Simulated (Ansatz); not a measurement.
## Run record: phonons of C (R-3m)

Level of theory: PBEsol, PAW on Ansatz 0.2.0's default frozen-core files (fitted under PBE), scalar-relativistic.

The cell comes from a PAW relaxation under the same functional.

The structure is one entry of a database and needn't be the stable phase.

Command line:

```sh
ansatz run input.yaml --threads 1 --pin off --max-ram 3072MiB --backend cpu --events-out ev --progress --plain --runs-dir out
```

input.yaml:

```yaml
crystal:
  lattice:
    - [1.22945426828, 0.70982575275, 3.60349854388]
    - [-1.22945426828, 0.70982575275, 3.60349854388]
    - [0.0, -1.4196515055, 3.60349854388]
  atoms:
    - { symbol: C, position: [0.833359418164, 0.833359418164, 0.833359418164] }
    - { symbol: C, position: [0.166640581836, 0.166640581836, 0.166640581836] }
kpoints:
  mp_grid: { grid: [10, 10, 10] }
scf:
  occupations: { method: fixed }
hamiltonian:
  xc: pbesol
  pseudopotentials: { kind: paw }
phonons:
  qmesh: [2, 2, 2]
  qpath:
    path:
      - [0.0, 0.0, 0.0]
      - [0.5, 0.5, 0.5]
      - [0.8074652922, 0.1925347078, 0.5]
      - [0.5, -0.1925347078, 0.1925347078]
      - [0.5, 0.0, 0.0]
      - [0.0, 0.0, 0.0]
      - [0.3462673539, -0.3462673539, 0.0]
      - [0.6537326461, 0.0, 0.3462673539]
      - [0.5, 0.0, 0.5]
    npoints: 6
  temperatures: { t_min: 0, t_max: 1000, t_step: 100 }
```

Output (shortened where marked):

```
Warning: RAYON_NUM_THREADS=1 ignored (pool sized by the plan → 1); use --threads N
Engine: ansatz 0.2.0, aarch64-unknown-linux-gnu
Pseudopotentials: kind: paw
Pseudopotential: C, paw, valence charge 4, recommended cutoff 420 eV (normal), C.paw.azcp
Functional definition: PBEsol
  exchange = pbesol_x
  correlation = pbesol_c
Crystal: 4 atoms, lattice volume = 37.737 Å³
Basis set: ecut = 420 eV, 737 PW (Γ), FFT grids on a1, a2, −a2+a3, exchange–correlation on 54×36×60 points (8 copies of the dense FFT grid, shifted against one another)
Bands: 12, of which v1, the nominal top of the filled ones, is band 8 counted from 1 (7 counted from 0)
Symmetry: 8 space group operations
k-points: 156 of 500
Non-local potential: C, projectors of the file, l = 0: 2, l = 1: 2, l = 2: 1
PAW form: soft (Blöchl's): semilocal exchange-correlation on the pseudo side does not see the compensation charge
PAW frozen core: C, regenerated for the run's functional, and the local potential with it (the file was generated under x = pbe(κ = 0.804, μ = 0.2195149727645171), c = pbe(β = 0.06672455060314922))
PAW one-centre angular grid: C, 110 points (default); XC on 64 Gauss nodes
Initial density: handed on by an earlier stage of this run
Initial wavefunctions: those handed on with the density
Functional: x = pbesol(κ = 0.804, μ = 0.12345679012345678), c = pbesol(β = 0.046)
SCF iter   1: F=—  HF=-986.771428 eV  |F-HF|=—  |Δ(HF+E_count)|=         —  Δρ=3.01e-8  dr2=2.92e-13  ethr=3.91e-12  ⟨swp⟩=3.0  Hψ=8497  notcnv=0
preconditioner: auto → none  [insulator: Δε(μ)=1.483 eV  Ē_g=15.464 eV  n_scr=6 (ndim 8)  ℏωp=24.2 eV  f_vac=0.061  ε∞_Penn≈3.4]
SCF iter   2: F=-986.771428 eV  HF=-986.771428 eV  |F-HF|=3.41e-13  |Δ(HF+E_count)|=  3.41e-13  Δρ=1.08e-8  dr2=2.18e-14  ethr=1.00e-12  ⟨swp⟩=3.0  Hψ=4553  notcnv=0
SCF 1 converged in 2 iterations: F = -986.771428 eV  dr2 = 2.18e-14
[... 131 lines left out ...]
  E_vxc        = -236.561548  (∫ρ·V_xc dr)
  E_paw        = -381.922419  (= ΣΔE_a)
  E_vpaw       = -27.805083  (= ΣTr[D̂ρ^β])
  E_aug_tail   = 0.000033  (compensation charges beyond the density's cutoff)
  E_ewald      = -414.440750
  E_core_change = 0.084402  (= ΣΔE_core)
  E_smearing   = -0.000000  (= −TS)
  E_closure    = 0.000000  (closes the sum)
  Σ components = -986.771428   (vs F -986.771428, Δ=0.00e0)
--- Forces (eV/Å), atoms counted from 1 ---
  atom   1  C     -0.00000054    -0.00000031    -0.00552052
  atom   2  C      0.00000054     0.00000031     0.00552052
  atom   3  C     -0.00000054    -0.00000031    -0.00552052
  atom   4  C      0.00000054     0.00000031     0.00552052
  max |Σ_I F_I| component: 3.47e-18 eV/Å
--- Phonons: 10 displaced members + 3 references (amplitude of the first 0.0025 Å, Σ member SCF iterations 64) ---
  ASR residual: 1.923e-4 → 0.000e0 eV/Å²; symmetrization residual: 2.624e-4 eV/Å²
  largest component of a force at the reference: 5.5e-3 eV/Å
  ASR residual per site (eV/Å²): 1.92e-4 1.92e-4
  Γ frequencies (cm⁻¹): 0.00 0.00 0.00 872.70 1586.80 1586.80
--- Phonons (by wavevector): 4 wavevectors in 3 supercells ---
  supercell 1 (2 cells, vectors [1, 0, 0], [0, 1, -1], [-2, 2, 0] in multiples of the cell's): 4 displaced members by 0.0025 Å; free energy -986.771428 eV; taken off its force constants: by the sum rule 1.9e-4, by the ...
  symmetry images taken by strict's conditions (phonons.symmetry_images: auto; settled by no image being taken that strict refuses)
  supercell 2 (2 cells, vectors [1, -1, 0], [0, 1, 0], [0, -2, 2] in multiples of the cell's): 4 displaced members by 0.0025 Å; free energy -986.771428 eV; taken off its force constants: by the sum rule 8.1e-5, by the ...
  symmetry images taken by strict's conditions (phonons.symmetry_images: auto; settled by no image being taken that strict refuses)
  supercell 3 (2 cells, vectors [0, 1, -1], [-1, 1, 0], [0, 0, 2] in multiples of the cell's): 2 displaced members by 0.0025 Å; free energy -986.771428 eV; taken off its force constants: by the sum rule 1.6e-4, by the ...
  symmetry images taken by strict's conditions (phonons.symmetry_images: auto; settled by no image being taken that strict refuses)
  q = [0.0000, 0.0000, 0.0000] (star 1, supercell 1; hermiticity 0.00e0, symmetrization 2.18e-6): -0.00 -0.00 0.00 872.70 1586.80 1586.80
  q = [0.0000, 0.0000, -0.5000] (star 3, supercell 2; hermiticity 1.65e-16, symmetrization 1.05e-16): 470.71 617.98 627.91 1334.86 1357.03 1413.63
  q = [0.0000, -0.5000, -0.5000] (star 3, supercell 1; hermiticity 1.56e-16, symmetrization 6.63e-16): 475.15 617.96 629.25 1333.83 1355.14 1414.02
  q = [-0.5000, -0.5000, -0.5000] (star 1, supercell 3; hermiticity 3.53e-19, symmetrization 6.38e-16): 27.31 27.31 65.01 874.38 1588.85 1588.85
  joined force constants: q→R imaginary residual 0.00e0
  density of states and harmonic sums: on the 30×30×30 q-mesh, interpolated from the force constants of a 2×2×2 supercell (no non-analytic term)
  largest difference from the sums on the solved wave vectors: F 3.28e-2 eV, S 4.21e-5 and C_V 3.21e-5 eV/K
```

Self-consistency was reached.

### Zone-centre phonons

Harmonic phonons of a crystal by Kohn-Sham DFT at the given cell, standard atomic masses, acoustic sum rule imposed; negative wavenumbers are unstable modes; optical zone-centre levels upwards with Mulliken labels, activity, and the element with most of the kinetic energy.

* Point group: -3m

| number | phonon wavenumber (cm⁻¹) | label | infrared | raman | lead element |
| --- | --- | --- | --- | --- | --- |
| 1 | 872.7 | A1g | no | yes | C |
| 2 | 1587 | Eg | no | yes | C |

**Harmonic thermodynamics**

Sums over wave vectors interpolated from the q mesh.

| Property | Result |
| --- | --- |
| Zero point energy | 172.9 meV/atom |

```
temperature (K)  phonon heat capacity (k_B/atom)  phonon entropy (k_B/atom)  phonon free energy (meV/atom)
            100                           0.1575                    0.07148                          172.8
            200                            0.591                     0.3064                          171.2
            300                            1.038                     0.6322                          167.2
            400                            1.424                     0.9852                          160.2
            500                            1.741                      1.338                          150.2
            600                             1.99                      1.679                          137.2
            700                            2.183                      2.001                          121.4
            800                             2.33                      2.302                          102.8
            900                            2.444                      2.584                          81.74
           1000                            2.533                      2.846                          58.33
```

Phonons on the q mesh:

One row a degenerate set, branches counted upwards.

* Unstable phonons: no

```
point  q a (r.l.u.)  q b (r.l.u.)  q c (r.l.u.)  branch  phonon wavenumber (cm⁻¹)  degeneracy
Gamma             0             0             0       4                     872.7           1
Gamma             0             0             0       5                      1587           2
    L           0.5             0             0       1                     470.7           1
    L           0.5             0             0       2                       618           1
    L           0.5             0             0       3                     627.9           1
    L           0.5             0             0       4                      1335           1
    L           0.5             0             0       5                      1357           1
    L           0.5             0             0       6                      1414           1
    F           0.5           0.5             0       1                     475.2           1
    F           0.5           0.5             0       2                       618           1
    F           0.5           0.5             0       3                     629.2           1
    F           0.5           0.5             0       4                      1334           1
    F           0.5           0.5             0       5                      1355           1
    F           0.5           0.5             0       6                      1414           1
    T           0.5           0.5           0.5       1                      27.3           2
    T           0.5           0.5           0.5       3                        65           1
    T           0.5           0.5           0.5       4                     874.4           1
    T           0.5           0.5           0.5       5                      1589           2
```

Known limits: frozen-core PAW files fitted under PBE, their cores solved anew for the functional of the run; no dispersion correction, so the spacing and stiffness between layers or molecules are poor; coarse q mesh.

Time and hardware: 74 s on 1 thread of Arm Neoverse V2 (shared host), peak memory 0.42 GiB.
